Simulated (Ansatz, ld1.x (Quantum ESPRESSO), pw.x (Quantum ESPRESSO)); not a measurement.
## pw.x on bcc Cd: one setting changed

Potential: PAW, ld1.x (Quantum ESPRESSO) 7.5, PBE; core [Ar] 3d10, reference 4s2 4p6 4d10 5s1.75 5p0.25; waves: 4s (bound): rcut 1.15, rcutus 1.40 bohr; 5s (bound): rcut 1.15, rcutus 1.40 bohr; 4p (bound): rcut 1.08, rcutus 1.14 bohr; 5p (bound): rcut 1.08, rcutus 1.14 bohr; 4d (bound): rcut 1.75, rcutus 2.10 bohr; 4d channel at -0.6 Ry: rcut 1.75, rcutus 2.10 bohr; local part: all-electron potential smoothed inside 1.90 bohr (lloc = -1); core correction: a·sin(br)/r model core inside 0.85 bohr; augmentation: PSQ, inside the norm-conserving radii.

The reference run (k-mesh 13³, cutoffs 145/900 Ry, Fermi–Dirac 0.01 Ry, mixing_beta 0.4, conv_thr 1e-9, no spin) gives -0.12 GPa at 23.496 Å³/atom, where all-electron LAPW gives -0.18 GPa. This run, with its own iteration cap, changes k-mesh points per axis to 8.

```
&control
  calculation='scf', prefix='x', pseudo_dir='./', outdir='./tmp', tstress=.true., disk_io='none'
/
&system
  ibrav=0, nat=1, ntyp=1, ecutwfc=145, ecutrho=900, nbnd=18,
  occupations='smearing', smearing='fd', degauss=0.01
/
&electrons
  conv_thr=1e-09, mixing_beta=0.4, electron_maxstep=50
/
ATOMIC_SPECIES
Cd 1.0 Cd.UPF
CELL_PARAMETERS angstrom
  -1.80431066 1.80431066 1.80431066
  1.80431066 -1.80431066 1.80431066
  1.80431066 1.80431066 -1.80431066
ATOMIC_POSITIONS crystal
Cd 0.0000 0.0000 0.0000
K_POINTS automatic
8 8 8 0 0 0
```

```bash
pw.x < Cd.scf.in > Cd.scf.out
```

Problem. How does the run end?

Solution. It converges in 9 iterations; the free energy moves by +15.7 meV/atom and the pressure by +0.15 GPa.

```
Message from routine setup:
     using ibrav=0 with symmetry is DISCOURAGED, use correct ibrav instead
     lattice parameter (alat)  =       5.9057  a.u.
     unit-cell volume          =     158.5589 (a.u.)^3
     number of electrons       =        20.00
     number of Kohn-Sham states=           18
     kinetic-energy cutoff     =     145.0000  Ry
     charge density cutoff     =     900.0000  Ry
     scf convergence threshold =      1.0E-09
     Exchange-correlation= SLA  PW   PBX  PBC
     number of k points=    29  Fermi-Dirac smearing, width (Ry)=  0.0100
     iteration #  1     ecut=   145.00 Ry     beta= 0.40
     total energy              =    -606.15580703 Ry
     estimated scf accuracy    <       0.01639624 Ry
     iteration #  2     ecut=   145.00 Ry     beta= 0.40
     total energy              =    -606.15823924 Ry
     estimated scf accuracy    <       0.00110417 Ry
     iteration #  3     ecut=   145.00 Ry     beta= 0.40
     total energy              =    -606.15823251 Ry
     estimated scf accuracy    <       0.00037411 Ry
     iteration #  4     ecut=   145.00 Ry     beta= 0.40
     total energy              =    -606.15827370 Ry
     estimated scf accuracy    <       0.00004399 Ry
     iteration #  5     ecut=   145.00 Ry     beta= 0.40
     total energy              =    -606.15827582 Ry
     estimated scf accuracy    <       0.00000399 Ry
     iteration #  6     ecut=   145.00 Ry     beta= 0.40
     total energy              =    -606.15827652 Ry
     estimated scf accuracy    <       0.00000004 Ry
     iteration #  7     ecut=   145.00 Ry     beta= 0.40
     total energy              =    -606.15827659 Ry
     estimated scf accuracy    <       0.00000001 Ry
     iteration #  8     ecut=   145.00 Ry     beta= 0.40
     total energy              =    -606.15827660 Ry
     estimated scf accuracy    <          1.7E-09 Ry
     iteration #  9     ecut=   145.00 Ry     beta= 0.40
     the Fermi energy is    13.0602 ev
!    total energy              =    -606.15827660 Ry
     estimated scf accuracy    <          4.5E-10 Ry
     smearing contrib. (-TS)   =      -0.00228426 Ry
     The total energy is F=E-TS. E is the sum of the following terms:
     one-electron contribution =    -185.47872149 Ry
     hartree contribution      =     102.43276254 Ry
     xc contribution           =     -32.96920267 Ry
     ewald contribution        =    -213.46649990 Ry
     one-center paw contrib.   =    -276.67433082 Ry
     convergence has been achieved in   9 iterations
          total   stress  (Ry/bohr**3)                   (kbar)     P=        0.27
     Message from routine punch:
     Nothing written, as per user request (disk_io='none')
```

The run took about 36 s on one core of a shared host (Neoverse-V2, 32 threads, 247 GiB, load 18).
